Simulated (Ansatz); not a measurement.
# Compressing FeS₂: a fit and a missing row

FeS₂, Pnnm, a = 4.439 Å, b = 5.410 Å, c = 3.389 Å. This isn't the usual stable structure of the compound. Ansatz: PBE, PAW, 420 eV, Γ-centred 6×6×8 mesh on 6 atoms, Gaussian smearing 0.02 eV; no spin polarisation. Shape and atoms are relaxed at each volume; pressure is positive in compression.

| V (Å³/atom) | P (GPa) |
| --- | --- |
| 11.937 | ? |
| 12.344 | 17.66 |
| 12.751 | 10.73 |
| 13.158 | 4.91 |
| 13.565 | 0.00 |
| 13.972 | -4.14 |
| 14.379 | -7.61 |
| 14.922 | -11.39 |

Take V0 = 13.565 Å³/atom, fit the third-order Birch–Murnaghan form to the other rows, and predict the missing pressure.

With the Eulerian strain f = ½[(V0/V)^(2/3) − 1] and y = P/[3f(1 + 2f)^(5/2)], the form is the line y = B0 + 1.5 B0 (B0′ − 4) f. Rows (f, y): 0.03245, 155.0; 0.02106, 153.2; 0.01026, 151.6; -0.00976, 148.5; -0.01905, 146.7; -0.03079, 144.5. Means f = 0.0006950, y = 149.92; Σ(Δf)² = 0.003005, ΣΔfΔy = 0.4933; the slope is their ratio. y = 149.8 + 164.1 f GPa, so B0 = 149.8 GPa and B0′ = 4 + 2 × (164.1)/(3 × 149.8) = 4.73. At V = 11.937, f = 0.04449, y = 157.10 and P = 25.95 GPa. The run gave 25.88 GPa, so the fit is 0.07 GPa too high, a small miss on the scale of the series.

Cost: 8 runs of about 7.9 core-minutes in all, on Arm Neoverse V2 (shared hosts).